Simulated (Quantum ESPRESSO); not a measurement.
The system is Al2Cu.

```
Cu Al
1.0
     4.10518    0.00000    0.00000
     0.00000    4.10518    0.00000
     0.00000    0.00000    2.89131
Cu Al
1 2
Direct
  0.00000 0.00000 0.00000
  0.00000 0.50000 0.50000
  0.50000 0.00000 0.50000
```

The cell comes from a database or a generator and needn't be the stable form of this composition.

```yaml
Program: Quantum ESPRESSO 7.5
Task: single point
Functional: PBE
Potentials_or_basis: SSSP 1.3 efficiency PBE
Cutoff: 748 eV
Density_cutoff: 5987 eV
k_mesh: 7 × 7 × 9
Occupations: fermi-dirac, width 0.05 eV
Spin: no spin polarisation
```

On this cell: pressure 0.4 GPa; largest force under 0.003 eV/Å; band gap on the k mesh none (metal or under the smearing width).

The same run follows on a disturbed copy (atoms moved at random, drawn with an rms of 0.05 Å):

```
Cu Al
1.0
     4.10518    0.00000    0.00000
     0.00000    4.10518    0.00000
     0.00000    0.00000    2.89131
Cu Al
1 2
Direct
  0.99603 0.00616 0.00241
  0.00938 0.49706 0.46823
  0.50601 0.99013 0.49754
```

Q: What changes?

A: The energy (extrapolated to zero smearing) moves by +8.6 meV/atom; pressure 0.7 GPa; largest force 0.485 eV/Å; band gap on the k mesh none (metal or under the smearing width).

Forces in eV/Å, atoms in the order of the input:
```
Cu   0.259 -0.242 -0.331
Al  -0.009  0.203  0.307
Al  -0.250  0.039  0.023
```

Stress tensor (GPa, compression positive):
```
0.83 0.07 0.00
0.07 1.27 0.34
0.00 0.34 0.01
```
